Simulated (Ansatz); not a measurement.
# AlN under changes of volume

One of the cells (10.417 Å³/atom); the others are scaled copies at fixed shape and fractional positions:

```
Al N
1.0
     0.00000    2.18399    2.18399
     2.18399    0.00000    2.18399
     2.18399    2.18399    0.00000
Al N
1 1
Direct
  0.00000 0.00000 0.00000
  0.25000 0.25000 0.25000
```

Measurements of this composition are mostly on another form, of space group No. 186.

| Property | Result |
| --- | --- |
| Program | Ansatz 0.2.0 |
| Functional | BPBE |
| Potentials or basis | Ansatz PAW |
| Cutoff | 420 eV (not typed: the program's choice for these potentials) |
| k mesh | 10 × 10 × 10 |
| Occupations | fermi-dirac, width 0.05 eV |
| Spin | no spin polarisation |

```csv
volume (Å³/atom),energy over the lowest point (meV/atom),pressure (GPa),gap on the mesh (eV)
9.792,50.74,19.7,3.38
10.001,28.67,14.4,3.37
10.209,?,?,?
10.417,3.87,5.0,3.35
10.626,0.00,1.0,3.33
10.834,1.15,-2.7,3.32
11.042,6.89,-6.0,3.31
```

Problem. What does the run at 10.209 Å³/atom give?

Solution. Energy over the lowest point 13.20 meV/atom; pressure 9.5 GPa; gap on the mesh 3.36 eV.

Worked out: A Birch-Murnaghan fit of order 3 (a polynomial in V^(-2/3)) to the other rows has its minimum at 10.68 Å³/atom with B0 = V·E''(V) = 194 GPa and B' = 3.6. It gives 13.27 meV/atom at 10.209 Å³/atom, against the run's 13.20, and -dE/dV = 9.5 GPa, against 9.5. A straight line through the other rows of the gap, of slope -0.601 eV per unit of ln V, gives 3.36 eV, against the run's 3.36.

Energies are extrapolated to zero smearing.

Caveats: the PAW data sets come from PBE, with cores solved anew for the run's functional, which leaves a small shift of forces and pressure.

A mesh can miss the band edges.
